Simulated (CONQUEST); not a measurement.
MoSe2 under changes of volume

One of the cells (20.129 Å³/atom); the others are scaled copies at fixed shape and fractional positions:

```
Mo Se
1.0
     3.28800    0.00000    0.00000
     0.00000    5.69498    0.00000
     0.00000    0.00000   12.90000
Mo Se
4 8
Direct
  0.00000 0.33333 0.25000
  0.50000 0.83333 0.25000
  0.00000 0.66667 0.75000
  0.50000 0.16667 0.75000
  0.00000 0.33333 0.62500
  0.50000 0.83333 0.62500
  0.00000 0.66667 0.12500
  0.50000 0.16667 0.12500
  0.00000 0.33333 0.87500
  0.50000 0.83333 0.87500
  0.00000 0.66667 0.37500
  0.50000 0.16667 0.37500
```

| Item | Value |
| --- | --- |
| Program | CONQUEST 1.3 |
| Functional | PBEsol |
| Potentials or basis | PseudoDojo NC PBEsol, DZP, grid of 32 × 60 × 128 points |
| k mesh | 5 × 3 × 2 |
| Occupations | fermi-dirac, width 0.05 eV |
| Spin | no spin polarisation |

| volume (Å³/atom) | energy over the lowest point (meV/atom) | pressure (GPa) | gap on the mesh (eV) | largest force (eV/Å) |
| --- | --- | --- | --- | --- |
| 18.922 | 104.91 | 17.6 | 0.82 | 2.629 |
| 19.324 | 66.00 | 13.3 | 0.84 | 2.150 |
| 19.727 | 37.05 | 9.8 | 0.86 | 1.720 |
| 20.129 | 16.85 | 6.3 | 0.87 | 1.319 |
| 20.532 | ? | ? | ? | ? |
| 20.935 | 0.00 | 0.6 | 0.90 | 0.635 |
| 21.337 | 1.35 | -1.7 | 0.91 | 0.306 |

Question: What does the run at 20.532 Å³/atom give?

Answer: Energy over the lowest point 4.80 meV/atom; pressure 3.2 GPa; gap on the mesh 0.89 eV; largest force 0.949 eV/Å.

Worked out: A Birch-Murnaghan fit of order 3 (a polynomial in V^(-2/3)) to the other rows has its minimum at 21.04 Å³/atom with B0 = V·E''(V) = 129 GPa and B' = 4.8 at fixed shape and positions, which overstates the stiffness. It gives 4.87 meV/atom at 20.532 Å³/atom, against the run's 4.80, and -dE/dV = 3.3 GPa, against 3.2. A straight line through the other rows of the gap, of slope 0.74 eV per unit of ln V, gives 0.88 eV, against the run's 0.89.

Energies are extrapolated to zero smearing.

Caveats: an odd mesh through Γ misses points on the zone boundary, where band edges often lie; the cell's inner coordinates are idealised or old, which leaves forces on the atoms; this functional lacks dispersion, which binds the layers, so the pressure and a relaxed spacing across them are unreliable; the basis of atomic orbitals isn't converged, which shifts pressures, moduli and gaps. Spin-orbit coupling on Mo, Se is left out.
